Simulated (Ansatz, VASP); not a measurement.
This is a calculation of Ge for VASP 6.6.1.

The input POSCAR:

```
Ge
1.0
    1.3971490000     -2.6005160000      0.0000000000
    1.3971490000      2.6005160000      0.0000000000
    0.0000000000      0.0000000000      2.6982310000
Ge
1
Direct
    0.5000000000      0.5000000000      0.0000000000
```

File INCAR.step1:

```
PREC = Accurate
ENCUT = 520
EDIFF = 1E-5
ISMEAR = -1
SIGMA = 0.05
LREAL = False
LASPH = True
NELM = 60
ALGO = Normal
ISIF = 2
LWAVE = True
GGA = PE
```

File INCAR.step2:

```
PREC = Accurate
ENCUT = 520
EDIFF = 1E-6
ISMEAR = -1
SIGMA = 0.05
LREAL = False
LASPH = True
NELM = 60
ALGO = Normal
ISIF = 2
LWAVE = False
LCHARG = False
GGA = PE
LHFCALC = True
HFSCREEN = 0.4
AEXX = 0.25
PRECFOCK = Fast
ISTART = 1
```

File KPOINTS:

```
regular mesh
0
Gamma
  6 6 5
```

Potentials or basis: VASP PAW PBE potentials, release 64 (Ge_d).

Run with:

```bash
$ cat potpaw_PBE.64/Ge_d/POTCAR > POTCAR
$ cp INCAR.step1 INCAR
$ mpirun -np 1 vasp_std > vasp.out
$ cp INCAR.step2 INCAR
$ mpirun -np 1 vasp_std > vasp.out
```

Task: Translate it to Ansatz 0.2.0. Potentials there: Ansatz PAW.

Result: As run (the cutoff follows the program's own potentials):

File input.yaml:

```yaml
crystal:
  lattice:
    - [1.397149, -2.600516, 0.0]
    - [1.397149, 2.600516, 0.0]
    - [0.0, 0.0, 2.698231]
  atoms:
    - { symbol: Ge, position: [0.5, 0.5, 0.0] }
hamiltonian:
  xc: { exchange: pbe, correlation: pbe, exx: { coeff: 0.25, omega: 0.4 } }
  pseudopotentials: { kind: paw }
kpoints:
  mp_grid: { grid: [6, 6, 5] }
scf:
  occupations: { method: fermi_dirac, width: 0.05 }
output:
  forces: true
  stress: true
  eigenvalues: true
```

Potentials or basis: Ansatz PAW.

Command:

```console
$ ansatz run input.yaml --threads 2 --pin off --max-ram 5632MiB --backend cpu --events-out ev --progress --plain --runs-dir out
```

Both were run:

|  | VASP | Ansatz | Ansatz less VASP |
| --- | --- | --- | --- |
| gap on the k mesh at the Fermi level (eV) | none | none | - |
| pressure (GPa) | -0.3 | -0.5 | -0.21 |
| largest component of the traceless stress (GPa) | 7.12 | 7.13 | +0.009 |

A gap of «none» marks a metal or a gap that the smearing closes. With one functional, cell and mesh, what is left measures potentials, basis and numerics.

Caveats: the k mesh is coarse (spacing up to 0.47 Å⁻¹), so the values aren't converged, least of all with exact exchange; the PAW data sets were made with another functional, which shifts forces and pressure a little (VASP); the PAW data sets come from PBE, with cores solved anew for the run's functional, which leaves a small shift of forces and pressure (Ansatz); the thresholds are loose for stress (Ansatz).
